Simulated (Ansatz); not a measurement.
# Stationary points along a deformation path in WS2

Computed with DFT PBEsol, scalar-relativistic, plane waves, PAW in Ansatz. Settings: plane waves to 420 eV, k-mesh 12×12×2 (Γ-centred), Gaussian smearing 0.05 eV. Spin–orbit coupling is left out, which matters for the heavy elements here. No spin polarisation. Energies are free energies at this smearing, counted from the undisturbed cell; pressure is positive in compression.

Zero of the scan (relaxed at this level; this form isn't the usual structure):

```xyz
3
Lattice="3.1458 0.0000 0.0000 -1.5729 2.7243 0.0000 0.0000 0.0000 16.9534" Properties=species:S:1:pos:R:3 pbc="T T T"
W     0.0000    1.8162    0.0000
S     1.5729    0.9081   15.3865
S     1.5729    0.9081    1.5669
```

The cell holds layers and no dispersion correction was added, so their binding is poorly described.

At fixed volume and fractional coordinates, lengths along (0.000, 0.000, 1.000) are scaled against those across it; ρ is that ratio over its starting value. V = 48.431 Å³/atom. Δσ is the stress along the axis less the mean stress across it (compression positive).

| ρ | ΔE (meV/atom) | Δσ (GPa) | space group |
| --- | --- | --- | --- |
| 0.800 | 301.1 | 11.90 | P-6m2 |
| 0.850 | 166.0 | 9.68 | P-6m2 |
| 0.920 | 44.9 | 5.27 | P-6m2 |
| 0.960 | 10.9 | 2.64 | P-6m2 |
| 1.000 | 0.0 | 0.00 | P-6m2 |
| 1.050 | 16.2 | -3.32 | P-6m2 |
| 1.100 | 62.8 | -6.67 | P-6m2 |
| 1.200 | 238.1 | -13.42 | P-6m2 |
| 1.300 | 507.6 | -19.99 | P-6m2 |

**Question.** How does the stress give the slope of the energy, and where is the energy stationary?

**Answer.** Along the path d ln(length) is 2/3 d ln ρ on the axis and −1/3 d ln ρ across it, so dE/d ln ρ = −(2/3) V Δσ: the energy falls with ρ where Δσ is positive. Δσ vanishes or changes sign at ρ = 1.000 (P-6m2), a minimum at 0.0 meV/atom. Pairs of stationary points between two samples would go unseen, and could change a minimum read from distant neighbours into a maximum.

**Question.** Integrate that slope from ρ = 1 to 1.200 by the trapezoid rule.

**Answer.** With V/N in Å³ and 1 eV/Å³ = 160.2 GPa the slopes at ρ = 1.000, 1.050, 1.100, 1.200 are 0, 669, 1343, 2705 meV/atom per unit of ln ρ. The steps add 16.3 + 46.8 + 176.1 = 239.2 meV/atom, against 238.1 from the energies; the trapezoid rule misses the curvature of the slope within each step.

Forces appear on the atoms along this scan, and letting them relax would lower the energy and soften the response. The gap closes along the scan, which can put kinks into the curve.

Cost: 9 runs of about 1.2 core-minutes in all, on Arm Neoverse V2 (shared hosts).